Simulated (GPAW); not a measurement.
# I (Cmce) in GPAW: single point with PBE

Aim: the single point of I with PBE.

Everything below comes from runs of GPAW 26.7.0. Logs are shortened: lines on timing, memory, paths and dates and some standing lists are left out, and cuts for length are marked. The log counts tension as positive stress, the text compression.

## 1. The structure

It takes space group Cmce (No. 64, orthorhombic). The conventional cell has a = 7.270 Å, b = 4.790 Å, c = 9.793 Å, α = 90.00°, β = 90.00°, γ = 90.00°. I (site symmetry m) is surrounded by 1 I at 2.68 Å.

## 2. Single point, PBE

run.py reads:

```python
from ase import Atoms
from ase.dft.bandgap import bandgap
from ase.io import write
from ase.units import GPa
from gpaw import GPAW, PW

atoms = Atoms(['I', 'I', 'I', 'I'],
              cell=[[3.635035, -2.39502, 0.0],
                    [3.635035, 2.39502, 0.0],
                    [0.0, 0.0, 9.79344]],
              scaled_positions=[[0.6493, 0.3507, 0.3844],
                                [0.1493, 0.8507, 0.1156],
                                [0.3507, 0.6493, 0.6156],
                                [0.8507, 0.1493, 0.8844]],
              pbc=True)

calc = GPAW(mode=PW(400),
            xc='PBE',
            kpts={'size': (6, 6, 3), 'gamma': True},
            occupations={'name': 'fermi-dirac', 'width': 0.05},
            nbands=26,
            maxiter=120,
            txt='gpaw.txt')
atoms.calc = calc
energy = atoms.get_potential_energy()
forces = atoms.get_forces()
stress = atoms.get_stress()
calc.write('gs.gpw')
write('result.traj', atoms)
print(f'Energy: {energy:.6f} eV')
print('Forces (eV/A):')
print(forces.round(4))
print('Stress (GPa):', (stress / GPa).round(3))
print('Fermi level:', round(calc.get_fermi_level(), 4), 'eV')
print(f'Gap: {bandgap(calc)[0]:.4f} eV, direct: {bandgap(calc, direct=True)[0]:.4f} eV')
```

Potentials or basis: GPAW PAW data sets (gpaw-data 1.2.1), pw.

Started as:

```console
> OMP_NUM_THREADS=1 python run.py
```

gpaw.txt:

```text
__  _  _
 | _ |_)|_||  |
 |__||  | ||/\| - 26.7.0

Input parameters:
  mode=PW(ecut=400.0),
  kpts=MonkhorstPack(size=(6, 6, 3), gamma=True),
  maxiter=120,
  nbands=26,
  occupations=Occupations(name='fermi-dirac', width=0.05),
  xc=XC(name='PBE')

Diagonalizing LCAO Hamiltonian
Converting LCAO to pw mode

       I

         I

        I

          I

Atoms  # Å, Bohr magnetons
|   | symbol |        x |         y |        z |    initial magnetic moments |
|---|--------|----------|-----------|----------|-----------------------------|
| 0 |      I | 3.635035 | -0.715153 | 3.764598 | ( 0.0000,  0.0000,  0.0000) |
| 1 |      I | 3.635035 |  1.679867 | 1.132122 | ( 0.0000,  0.0000,  0.0000) |
| 2 |      I | 3.635035 |  0.715153 | 6.028842 | ( 0.0000,  0.0000,  0.0000) |
| 3 |      I | 3.635035 | -1.679867 | 8.661318 | ( 0.0000,  0.0000,  0.0000) |

Unit cell  # Å
| periodic |        x |         y |        z |  lengths |    angles |
|----------|----------|-----------|----------|----------|-----------|
|      yes | 3.635035 | -2.395020 | 0.000000 | 4.353114 | 90.000000 |
|      yes | 3.635035 |  2.395020 | 0.000000 | 4.353114 | 90.000000 |
|      yes | 0.000000 |  0.000000 | 9.793440 | 9.793440 | 66.759476 |

Number of symmetries: 4
Symmetry operations  # r_c * U_cc + t_c -> r_c
|   | kind |            matrix            |
|---|------|------------------------------|
| 0 |  E   |  1, 0, 0,  0, 1, 0,  0, 0, 1 |
| 1 |  C2  |  0, 1, 0,  1, 0, 0,  0, 0,-1 |
| 2 |  σ   |  0,-1, 0, -1, 0, 0,  0, 0, 1 |
| 3 |  i   | -1, 0, 0,  0,-1, 0,  0, 0,-1 |

BZ-sampling:
  Number of BZ points: 108
  Number of IBZ points: 34

  Monkhorst-Pack size: [6, 6, 3]
  Monkhorst-Pack shift: [0.08333333333333333, 0.08333333333333333, 0.0]

K-points  # in reciprocal-cell coordinates
|     |                                coordinates |     weight |
|-----|--------------------------------------------|------------|
|   0 | (  0.00000000,   0.00000000,   0.00000000) | 0.00925926 |
|   1 | (  0.00000000,   0.00000000,   0.33333333) | 0.01851852 |
|   2 | (  0.16666667,  -0.16666667,  -0.33333333) | 0.01851852 |
|   3 | (  0.16666667,  -0.16666667,   0.00000000) | 0.01851852 |
|   4 | (  0.16666667,  -0.16666667,   0.33333333) | 0.01851852 |
|   5 | (  0.16666667,   0.00000000,  -0.33333333) | 0.03703704 |
|   6 | (  0.16666667,   0.00000000,   0.00000000) | 0.03703704 |
|   7 | (  0.16666667,   0.00000000,   0.33333333) | 0.03703704 |
|   8 | (  0.16666667,   0.16666667,   0.00000000) | 0.01851852 |
|   9 | (  0.16666667,   0.16666667,   0.33333333) | 0.03703704 |
| ... |                                            |            |
|  33 | (  0.50000000,   0.50000000,   0.33333333) | 0.01851852 |

Plane wave coefficients: 3113
Cutoff: 400.0 eV

Spin-components: 1 (collinear spins)
Bands:           26
Projectors:      20
Spin-degeneracy: 2
Datatype:        complex128

Parallelization:
  kpt:    1
  domain: 1
  band:   1

Density:
  Valence electrons: 28.0
  Components: 1
  Grid points: [21 21 48]
  Charge: 0.0  # |e|

Potential:
  Grid points: [21 21 48]

species:
  I:
    name:    Iodine
    Z:       53.0
    valence: 7
    core:    46
    charge:  0.0  # [|e|]
    compensation charges:
      type: gauss
      rc: 0.37  # [Å]
      lmax: 2
    cutoffs:
      filter: 2.06  # [Å]
      core: 2.90  # [Å]
    projectors
    | kind |    occ | energy [eV] | rcut [Å] |
    |------|--------|-------------|----------|
    |   5s |  2.000 |     -17.382 |    1.164 |
    |   5p |  5.000 |      -7.088 |    1.164 |
    |    s |        |       9.829 |    1.164 |
    |    p |        |      20.123 |    1.164 |
    |    d |        |       0.000 |    1.164 |

    Using partial waves for I as LCAO basis

Reference energy: -774163.182665  # eV

eigensolver:
  PPCG
  Converge bands: occupied
  niter=2

density mixing:
  MSR1-Mixer
  Pratt-step length: 0.05
  Maximum mixing coefficient: 0.75
  Old densities: 10
  SVD Regularization: 0.005
  Good broyden scale: 1.0
  Trust region scale: 1.0
  Backstep threshold: 4.0
  History deletion threshold: 6.0
  Fourier metric: weight=20.0, sigma=0.015

occupation numbers:
  Fermi-Dirac:
    width: 0.0500  # eV

poisson solver:
  ecut: 3200.0  # eV

xc functional:
  name: PBE with 2 nearest neighbor stencil

convergence criteria:
- Maximum [total energy] change in last 3 cyles: 0.0005 eV / valence electron
- Maximum integral of absolute [dens]ity change: 0.0001 electrons / valence electron
- Maximum integral of absolute [eigenst]ate change: 4e-08 eV^2 / valence electron
maximum number of iterations: 120

SCF iterations
|iter     | |      energy | eigst |  dens |
|---------|-|-------------|-------|-------|
|iter:   1| |   -5.989833 | -0.82 |       |
|iter:   2| |   -5.957674 | -2.80 | -1.15 |
|iter:   3| |   -5.722098 | -2.42 | -1.18 |
|iter:   4| |   -5.712204 | -3.52 | -1.74 |
|iter:   5| |   -5.712240c| -4.78 | -2.44 |
|iter:   6| |   -5.712274c| -5.98 | -3.08 |
|iter:   7| |   -5.712273c| -6.74 | -3.50 |
|iter:   8| |   -5.712271c| -7.49c| -3.78 |
|iter:   9| |   -5.712271c| -7.72c| -4.42c|

Converged in 9 steps
Energy contributions relative to reference atoms: (reference = -774163.182665)

Energy contributions:
  Kinetic:          15.129842
  Coulomb:         -12.986455
  Zero:             -0.026296
  External:          0.000000
  Xc:               -7.829362
  Entropy:          -0.000000
  Spinorbit:         0.000000
  ----------------------------
  Free energy:      -5.712271
  Extrapolated:     -5.712271

dipole moment: (0.000127, 0.000000, 0.000171)  # |e|*Ang

Fermi level: 3.079
Eigenvalues  # (at kpt = [0.000, 0.000, 0.000])
| band index |      eig [eV] | occ [0-2] |
|------------|---------------|-----------|
|          0 |       -11.160 |     2.000 |
|        ... |               |           |
|          6 |         0.636 |     2.000 |
|          7 |         0.701 |     2.000 |
|          8 |         1.163 |     2.000 |
|          9 |         1.287 |     2.000 |
|         10 |         1.307 |     2.000 |
|         11 |         1.879 |     2.000 |
|         12 |         2.354 |     2.000 |
|         13 |         2.421 |     2.000 |
|         14 |         3.815 |     0.000 |
|         15 |         4.642 |     0.000 |
|         16 |         7.723 |     0.000 |
|         17 |         7.751 |     0.000 |
|         18 |         7.914 |     0.000 |
|         19 |         9.474 |     0.000 |
|         20 |         9.843 |     0.000 |
|         21 |         9.983 |     0.000 |
|        ... |               |           |
|         25 |        11.194 |     0.000 |

Gap: 1.303 eV
Transition (v -> c):
  (s=0, k=0, n=13, [0.00, 0.00, 0.00]) -> (s=0, k=32, n=14, [0.50, 0.50, 0.00])
Direct/indirect transitions are different
Direct gap: 1.394 eV
Transition at: (s=0, k=0, n=13, [0.00, 0.00, 0.00])

Forces  # eV/Ang
|       x |        y |        z |
|---------|----------|----------|
| 0.00000 | -0.47690 | -0.87903 |  # I    0
| 0.00000 | -0.47690 |  0.87908 |  # I    1
| 0.00000 |  0.47690 |  0.87903 |  # I    2
| 0.00000 |  0.47690 | -0.87908 |  # I    3

Stress tensor  # eV/Ang^3
|         x |         y |         z |
|-----------|-----------|-----------|
| -0.007904 |  0.000000 |  0.000000 |
|  0.000000 | -0.009561 | -0.000000 |
|  0.000000 | -0.000000 | -0.020098 |

# Writing to gs.gpw (mode='')
```

Run time: 31 s. Hardware: 1 thread of AMD EPYC 7R43 (Zen 3), shared host; peak memory 0.21 GiB.

These settings aren't checked as converged: the numbers below hold their error.

Results:

```yaml
Free_energy: -5.7123 eV
Pressure: 2.0 GPa
Largest_force: 1.000 eV/Å
Band_gap_on_the_k_mesh: 1.30 eV, indirect (least direct gap 1.39 eV)
```

Caveat: the cutoff is short for stress and forces, so pressures can be off by a GPa or more; spin-orbit coupling is left out, which moves the levels of the heavy elements; an odd mesh through Γ misses points on the zone boundary, where band edges often lie.

## 3. The reference run

An earlier run on the cell as given: functional PBEsol; potentials or basis PAW data sets generated in the run's folder for this functional; cutoff 600 eV; basis pw; k mesh 7 × 7 × 3; occupations fermi-dirac, width 0.05 eV; no spin polarisation.

- Pressure: 0.3 GPa
- Largest force: 0.912 eV/Å
- Band gap on the k mesh: 1.26 eV, indirect (least direct gap 1.34 eV)
